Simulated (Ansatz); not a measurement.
# CuO (Tenorite): the cost of one run

Method: DFT PBE+U (U_eff = 4 eV on Cu 3d), scalar-relativistic, plane waves, PAW, in Ansatz 0.2.0.

1 further run of the same task is left out (set aside as unsound or not needed).

## Step 1: Starting point

It takes space group C2/c (No. 15, monoclinic). Conventional cell: a = 4.684 Å, b = 3.423 Å, c = 5.129 Å, α = 90.00°, β = 99.54°, γ = 90.00°. Cu (site symmetry -1) has 4 O at 1.95 to 1.96 Å as nearest neighbours. Around O (site symmetry 2) lie 4 Cu at 1.95 to 1.96 Å.

Structure file:

```cif
data_structure
_symmetry_space_group_name_H-M 'P 1'
_symmetry_Int_Tables_number 1
_cell_length_a 2.9005
_cell_length_b 2.9005
_cell_length_c 5.1288
_cell_angle_alpha 97.690
_cell_angle_beta 97.690
_cell_angle_gamma 72.315
_cell_volume 40.54
loop_
_atom_site_label
_atom_site_type_symbol
_atom_site_fract_x
_atom_site_fract_y
_atom_site_fract_z
_atom_site_occupancy
Cu1 Cu 0.00000 0.50000 0.00000 1
Cu2 Cu 0.50000 0.00000 0.50000 1
O1 O 0.58160 0.41840 0.25000 1
O2 O 0.41840 0.58160 0.75000 1
```

Starting moments: Cu 1.00 μB.

## Step 2: First run, at the start cell

input.yaml

```yaml
crystal:
  lattice:
    - [2.34185, -1.7113, 0.0]
    - [2.34185, 1.7113, 0.0]
    - [-0.8500274268, 0.0, 5.0578693947]
  atoms:
    - { symbol: Cu, position: [0.0, 0.5, 0.0], spin: 1.0 }
    - { symbol: Cu, position: [0.5, 0.0, 0.5], spin: 1.0 }
    - { symbol: O, position: [0.5816, 0.4184, 0.25] }
    - { symbol: O, position: [0.4184, 0.5816, 0.75] }
basis:
  ecutwfc: 420
  ecutrho_ratio: 4
kpoints:
  mp_grid: { grid: [5, 5, 3] }
hamiltonian:
  xc: pbe
  hubbard: { sites: [{ species: Cu, l: d, u_eff: 4.0 }] }
scf:
  occupations: { method: gaussian, width: 0.05 }
output:
  forces: true
  stress: true
  eigenvalues: true
  populations: true
  hubbard: { sites: [{ species: Cu, l: d }] }
magnetization:
  spin_polarized: true
```

The run is started by

```console
> ansatz run input.yaml --threads 8 --pin off --max-ram 22528MiB --backend cpu --events-out ev --progress --plain --runs-dir out
```

**Question.** How long does this run take on 8 threads of Arm Neoverse N1, shared host, and how much memory does it need?

About 13 s, with a peak of 0.51 GiB.
